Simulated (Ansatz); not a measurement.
Crystal: Fe.

```
CELL_PARAMETERS angstrom
-1.44300 1.44300 1.44300
1.44300 -1.44300 1.44300
1.44300 1.44300 -1.44300
ATOMIC_POSITIONS crystal
Fe 0.00000 0.00000 0.00000
```

| Item | Value |
| --- | --- |
| Program | Ansatz 0.2.0 |
| Task | relaxation of cell and atoms |
| Functional | RPBE |
| Potentials or basis | all-electron LAPW, scalar-relativistic |
| Basis error allowed | 0.001 eV/atom |
| k mesh | 13 × 13 × 13 |
| Occupations | fermi-dirac, width 0.05 eV |
| Spin | collinear spin, ferromagnetic start |
| Starting moments | [3.0] μB |

At the start: volume 12.02 Å³/atom.

**Question.** Where does the relaxation end?

**Answer.** Over 5 steps the energy falls by 4.2 meV/atom and the volume is 11.68 Å³/atom (-2.8 %); space group Im-3m (No. 229, to 0.05 Å); moment 2.19 μB per cell.

Step by step:
```
step  energy change (eV)  largest force (eV/Å)  volume (Å³)
   1              0.0000                0.0000        12.02
   2             -0.0029                0.0000        11.86
   3             -0.0041                0.0000        11.64
   4             -0.0042                0.0000        11.68
   5             -0.0042                0.0000        11.68
```

Final structure:
```
CELL_PARAMETERS angstrom
-1.42916 1.42916 1.42916
1.42916 -1.42916 1.42916
1.42916 1.42916 -1.42916
ATOMIC_POSITIONS crystal
Fe 0.00000 0.00000 0.00000
```
